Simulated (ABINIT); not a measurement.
# ZnS (F-43m) in ABINIT: further runs, part 2 of 2

ABINIT 10.8.3 (patched build).

## 5. Band structure, PBEsol

Input file run.abi:

```
# Datasets: ground state, then fixed potential
ndtset 2

# Pseudopotentials
pp_dirpath "./"
pseudos "Zn.GGA_PBE-JTH.xml, S.GGA_PBE-JTH.xml"

# Structure
acell 3.8212050455 3.8212050455 3.8212050455 Angstrom
rprim
     0.0000000000     0.7071067812     0.7071067812
     0.7071067812     0.0000000000     0.7071067812
     0.7071067812     0.7071067812     0.0000000000
ntypat 2
znucl 30 16
natom 2
typat 1 2
xred
     0.7500000000     0.7500000000     0.7500000000
     0.0000000000     0.0000000000     0.0000000000

# Plane-wave basis
ecut 20.0
pawecutdg 40.0

# Exchange and correlation
ixc -116133

# Bands and occupations
occopt 3
tsmear 0.00183747

# SCF cycle
nstep 100

# Output
iomode 3
prtwf 0
prteig 0
prtebands 0
enunit 2
prtden1 1
prtvha1 1
prtvclmb1 1
prtpot1 1

# Dataset 1
kptopt1 1
ngkpt1 9 9 9
nshiftk1 1
shiftk1 0.0 0.0 0.0
nband1 13
tolvrs1 1.0e-9

# Dataset 2: bands along G-X-W-K-G-L-U-W-L-K
iscf2 -2
getden2 1
nband2 17
nbdbuf2 2
tolwfr2 1.0e-12
kptopt2 -9
ndivsm2 5
prteig2 1
prtvol2 -3
kptbounds2
     0.0000000000     0.0000000000     0.0000000000
     0.5000000000     0.0000000000     0.5000000000
     0.5000000000     0.2500000000     0.7500000000
     0.3750000000     0.3750000000     0.7500000000
     0.0000000000     0.0000000000     0.0000000000
     0.5000000000     0.5000000000     0.5000000000
     0.6250000000     0.2500000000     0.6250000000
     0.5000000000     0.2500000000     0.7500000000
     0.5000000000     0.5000000000     0.5000000000
     0.3750000000     0.3750000000     0.7500000000
```

Potentials or basis: JTH PAW PBE v2.0.

The run is started by

```console
$ abinit run.abi > log 2>&1
```

run.abo:

```text
.Version 10.8.3 of ABINIT
 DATASET    1 : space group F-4 3 m (#216); Bravais cF (face-center cubic)
================================================================================
 Values of the parameters that define the memory need for DATASET  1.
     intxc =       0    ionmov =       0      iscf =      17    lmnmax =      18
     lnmax =       6     mgfft =      30  mpssoang =       3    mqgrid =    3001
     natom =       2  nloc_mem =       2    nspden =       1   nspinor =       1
    nsppol =       1      nsym =      24    n1xccc =       1    ntypat =       2
    occopt =       3   xclevel =       2
       mpw =        1153          nfft =       27000          nkpt =          35
 PAW method is used; the additional fine FFT grid is defined by:
   mgfftf=        45    nfftf =     91125
================================================================================
================================================================================

 DATASET    2 : space group F-4 3 m (#216); Bravais cF (face-center cubic)
================================================================================
 Values of the parameters that define the memory need for DATASET  2.
     intxc =       0    ionmov =       0      iscf =      -2    lmnmax =      18
     lnmax =       6     mgfft =      30  mpssoang =       3    mqgrid =    3001
     natom =       2  nloc_mem =       2    nspden =       1   nspinor =       1
    nsppol =       1      nsym =      24    n1xccc =       1    ntypat =       2
    occopt =       3   xclevel =       2
[... 1346 lines left out ...]
 kpt#   4, nband= 17, wtk=  1.00000, kpt=  0.1071  0.0000  0.1071 (reduced coord)
  -7.83427   -1.16489   -1.11918   -1.11918   -0.66010   -0.63902    4.33069    4.89789
   4.89789    8.14843   10.92054   11.95526   11.95526   15.42588   16.93722   17.84784
  20.01124
 kpt#   5, nband= 17, wtk=  1.00000, kpt=  0.1429  0.0000  0.1429 (reduced coord)
[... 317 lines left out ...]
   3.73867    9.54939   11.46833   13.62005   13.65700   16.27553   17.36158   20.17506
  20.92826
 kpt#  85, nband= 17, wtk=  1.00000, kpt=  0.4028  0.4028  0.6944 (reduced coord)
  -6.76556   -1.05114   -0.90209   -0.73009   -0.62141   -0.33582    0.46293    2.20008
   3.60180    9.43661   11.49255   13.77598   14.11159   15.94462   17.27578   20.64844
  21.58655
 kpt#  86, nband= 17, wtk=  1.00000, kpt=  0.3889  0.3889  0.7222 (reduced coord)
  -6.73015   -1.06172   -0.88004   -0.73939   -0.61775   -0.30940    0.51927    2.05005
   3.48000    9.30582   11.33784   14.12047   14.53131   15.71320   17.29643   20.83625
  22.23160
 kpt#  87, nband= 17, wtk=  1.00000, kpt=  0.3750  0.3750  0.7500 (reduced coord)
  -6.70932   -1.07410   -0.86406   -0.75301   -0.61177   -0.29683    0.53549    2.04554
   3.38058    9.19113   11.07109   14.42491   14.85975   15.71106   17.46484   20.71148
  22.01882

== END DATASET(S) ==============================================================
================================================================================

 -outvars: echo values of variables after computation  --------
            acell      7.2210310069E+00  7.2210310069E+00  7.2210310069E+00 Bohr
           etotal1    -7.4664759461E+01
            fcart1    -2.0599418373E-31 -2.0599418373E-31  6.1798255119E-31
                       2.0599418373E-31  2.0599418373E-31 -6.1798255119E-31
            rprim      0.0000000000E+00  7.0710678120E-01  7.0710678120E-01
                       7.0710678120E-01  0.0000000000E+00  7.0710678120E-01
                       7.0710678120E-01  7.0710678120E-01  0.0000000000E+00
           strten1     8.3116314090E-05  8.3116314090E-05  8.3116314090E-05
                       0.0000000000E+00  0.0000000000E+00  0.0000000000E+00
           xangst      4.0530000000E+00  4.0530000000E+00  4.0530000000E+00
                       0.0000000000E+00  0.0000000000E+00  0.0000000000E+00
             xred      7.5000000000E-01  7.5000000000E-01  7.5000000000E-01
                       0.0000000000E+00  0.0000000000E+00  0.0000000000E+00
 Calculation completed.
```

Run time: 57 s. Hardware: 1 thread of Intel Xeon 6975P-C (Granite Rapids), shared host; peak memory 0.12 GiB.

What came out:

```yaml
Free_energy: -2031.7316 eV
Band_gap_on_the_k_mesh: 1.96 eV, direct
Valence_electrons_inside_the_program's_atomic_spheres: Zn 10.79; S 3.59
```

Levels at the corners of the path, in eV from the valence-band top:
```tsv
point	band 7	band 8	band 9	band 10	band 11	band 12
Γ	0.00	0.00	0.00	1.96	6.27	6.27
X	-4.61	-2.25	-2.25	3.23	3.95	10.80
W	-4.65	-2.81	-2.76	5.55	5.97	7.72
K	-4.68	-3.17	-1.83	3.98	5.86	9.21
Γ	0.00	0.00	0.00	1.96	6.27	6.27
L	-5.37	-0.88	-0.88	3.17	6.79	6.79
U	-4.68	-3.17	-1.83	3.98	5.86	9.21
W	-4.65	-2.81	-2.76	5.55	5.97	7.72
L	-5.37	-0.88	-0.88	3.17	6.79	6.79
K	-4.68	-3.17	-1.83	3.98	5.86	9.21
```

Caveat: the cutoff is too short for stress, so the log's stress isn't used; the PAW data sets were made with another functional, which shifts forces and pressure a little.

## 6. How close it comes

Step 3. Measured bulk modulus of ZnS: 76.9 GPa (quoted in “Electronic, vibrational, and thermodynamic properties of ZnS (zincblende and rocksalt structure)”, 2009, arxiv:0911.5022). This calculation gives 70 GPa (-9.1 %). The fit is for a static lattice scaled at fixed shape and fixed fractional positions.

Step 5. A measured gap of ZnS is 3.85 eV (direct; 19 K; quoted in “Electronic, vibrational, and thermodynamic properties of ZnS (zincblende and rocksalt structure)”, 2009, arxiv:0911.5022); the calculated 1.96 eV misses it by -1.89 eV. The value is that of PBEsol, without temperature or zero-point motion. Semilocal functionals fall short of measured gaps as a rule.
